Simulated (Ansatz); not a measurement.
Input and command of a calculation in Ansatz (plane waves; scalar-relativistic PAW potentials unless the input names others):

```yaml
crystal:
  lattice:
    - [0.0, 1.8123385694, 1.8123385694]
    - [1.8123385694, 0.0, 1.8123385694]
    - [1.8123385694, 1.8123385694, 0.0]
  atoms:
    - { symbol: B, position: [0.0, 0.0, 0.0] }
    - { symbol: "N", position: [0.25, 0.25, 0.25] }
basis:
  ecutwfc: 420
kpoints:
  mp_grid: { grid: [1, 1, 1] }
hamiltonian:
  xc: pbe
scf:
  occupations: { method: gaussian, width: 0.02 }
  max_iter: 75
output:
  forces: true
  eigenvalues: true
  stress: true
```

```bash
ansatz run input.yaml --threads 1 --pin off --max-ram 2560MiB --backend cpu --events-out ev --progress --plain --runs-dir out
```

Abridged log:
```
Basis set: ecut = 420 eV, 259 PW (Γ), exchange–correlation on 36×36×36 points (8 copies of the dense FFT grid, shifted against one another)
Bands: 8, of which v1, the nominal top of the filled ones, is band 4 counted from 1 (3 counted from 0)
Symmetry: 24 space group operations
k-points: 1
SCF iter   1: F=—  HF=-519.902815 eV  |F-HF|=—  |Δ(HF+E_count)|=         —  Δρ=2.92e-1  dr2=8.05e0  ethr=1.77e-3  ⟨swp⟩=4.0  Hψ=50  notcnv=0
SCF iter   2: F=—  HF=-517.871884 eV  |F-HF|=—  |Δ(HF+E_count)|=    2.03e0  Δρ=1.79e-1  dr2=2.58e0  ethr=1.77e-3  ⟨swp⟩=3.0  Hψ=30  notcnv=0
SCF iter   3: F=—  HF=-517.377166 eV  |F-HF|=—  |Δ(HF+E_count)|=   4.95e-1  Δρ=4.57e-2  dr2=1.14e-1  ethr=1.77e-3  ⟨swp⟩=3.0  Hψ=17  notcnv=0
SCF iter   4: F=—  HF=-517.392829 eV  |F-HF|=—  |Δ(HF+E_count)|=   1.57e-2  Δρ=1.29e-2  dr2=1.10e-2  ethr=1.42e-3  ⟨swp⟩=2.0  Hψ=15  notcnv=0
SCF iter   5: F=—  HF=-517.392200 eV  |F-HF|=—  |Δ(HF+E_count)|=   6.29e-4  Δρ=8.84e-4  dr2=3.27e-5  ethr=1.37e-4  ⟨swp⟩=2.0  Hψ=12  notcnv=0
SCF iter   6: F=—  HF=-517.392242 eV  |F-HF|=—  |Δ(HF+E_count)|=   4.17e-5  Δρ=2.39e-4  dr2=5.70e-6  ethr=4.08e-7  ⟨swp⟩=2.0  Hψ=12  notcnv=0
SCF iter   7: F=—  HF=-517.392241 eV  |F-HF|=—  |Δ(HF+E_count)|=   5.40e-7  Δρ=6.19e-5  dr2=3.94e-7  ethr=7.12e-8  ⟨swp⟩=2.0  Hψ=11  notcnv=0
SCF iter   8: F=-517.392241 eV  HF=-517.392241 eV  |F-HF|=6.30e-9  |Δ(HF+E_count)|=   6.61e-8  Δρ=9.51e-6  dr2=9.16e-9  ethr=1.25e-9  ⟨swp⟩=5.0  Hψ=37  notcnv=0
SCF 1 converged in 8 iterations: F = -517.392241 eV  dr2 = 9.16e-9
SCF converged after 8 iterations
Free energy (F): -517.392241 eV
Harris-Foulkes:  -517.392241 eV  (|F-HF|=6.30e-9)
Internal energy: -517.392241 eV  (E = F + TS)
E sigma→0 (E₀):  -517.392241 eV
Fermi energy:    17.324892 eV
--- Forces (eV/Å), atoms counted from 1 ---
  atom   1  B      0.00000000     0.00000000     0.00000000
  atom   2  N      0.00000000     0.00000000     0.00000000
--- Stress (GPa, compression-positive) ---
      254.068886       0.000000       0.000000
        0.000000     254.068886       0.000000
        0.000000       0.000000     254.068886
  P = ⅓ Tr σ = 254.0689 GPa (2540.689 kbar)
```

Q: Find the fault.

A: The fault is one k-point for a small cell (kpoints.mp_grid.grid: [12, 12, 12] → [1, 1, 1], the first being the value of the sound run). Setting it back cures it. The run converged all the same, with an energy at zero smearing 12.4 eV/atom above the reference's, pressure 254.07 GPa, largest force 0.000 eV/Å, gap on the mesh 6.66 eV, so convergence alone doesn't show that an input is right. A reference run on usual settings, whose relaxation ended at this geometry, converged, and the end of its own relaxation has pressure 0.00 GPa, largest force 0.000 eV/Å, gap on the mesh 4.46 eV.

The run took 0.21 s on 1 thread of INTEL(R) XEON(R) PLATINUM 8581C CPU @ 2.30GHz (Emerald Rapids) (shared host), peak memory 0.29 GiB.